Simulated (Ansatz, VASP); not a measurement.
**One calculation of SnO2, two programs**

File INCAR:

```
SYSTEM = SnO2
PREC = Accurate
ENCUT = 520
EDIFF = 1E-6
ISMEAR = 0
SIGMA = 0.05
LREAL = .False.
LASPH = .True.
NELM = 100
ALGO = Normal
ISIF = 2
LWAVE = .False.
LCHARG = .False.
GGA = PE
NBANDS = 20
```

Contents of KPOINTS:

```
regular mesh
0
Gamma
  12 12 12
  0 0 0
```

File POSCAR:

```
SnO2
1.0
    1.6976000000      0.9801098170      5.3117000000
   -1.6976000000      0.9801098170      5.3117000000
    0.0000000000     -1.9602196339      5.3117000000
Sn O
1 2
Direct
    0.5000000000      0.5000000000      0.5000000000
    0.2348826742      0.2348826742      0.2348826742
    0.7651173258      0.7651173258      0.7651173258
```

Input for Ansatz:

```yaml
crystal:
  lattice:
    - [1.6976, 0.980109817, 5.3117]
    - [-1.6976, 0.980109817, 5.3117]
    - [0.0, -1.9602196339, 5.3117]
  atoms:
    - { symbol: Sn, position: [0.5, 0.5, 0.5] }
    - { symbol: O, position: [0.2348826742, 0.2348826742, 0.2348826742] }
    - { symbol: O, position: [0.7651173258, 0.7651173258, 0.7651173258] }
basis:
  ecutwfc: 520.0
kpoints:
  mp_grid: { grid: [12, 12, 12] }
hamiltonian:
  xc: pbe
  pseudopotentials: { kind: paw, azcp: { folder: soft_1 } }
scf:
  occupations: { method: gaussian, width: 0.05 }
output:
  forces: true
  stress: true
  eigenvalues: true
  write_density: true
  write_potential: true
  elf: true
  volumetric_format: npy
```

Alike in both runs: task single point; functional PBE; k mesh 12 × 12 × 12; occupations gaussian, width 0.05 eV; no spin polarisation.

```csv
,VASP,Ansatz
version,VASP 6.6.1,Ansatz 0.2.0
potentials or method,"VASP PAW PBE potentials, release 64 (Sn_d, O)","scalar-relativistic, plane waves, PAW"
plane-wave cutoff (eV),520,520
valence electrons in the cell,26,26
```

```csv
,VASP,Ansatz,Ansatz less VASP
gap on the k mesh at the Fermi level (eV),1.27,1.29,+0.020
least direct gap on the mesh (eV),1.34,1.36,+0.017
pressure (GPa),-14.8,-15.1,-0.31
largest component of the traceless stress (GPa),4.74,4.95,+0.206
rms of the force components (eV/Å),0.681,0.699,+0.0186
```

Atom by atom the forces differ by 0.019 eV/Å (rms over components).

Caveats: spin-orbit coupling is left out, which moves the levels of the heavy elements; forces of over 1 eV/Å show positions far from the minimum, so gaps and moduli don't describe the material at rest. A k mesh can miss the band edges. A hybrid or GW would open this gap; PBE tends to underestimate it.
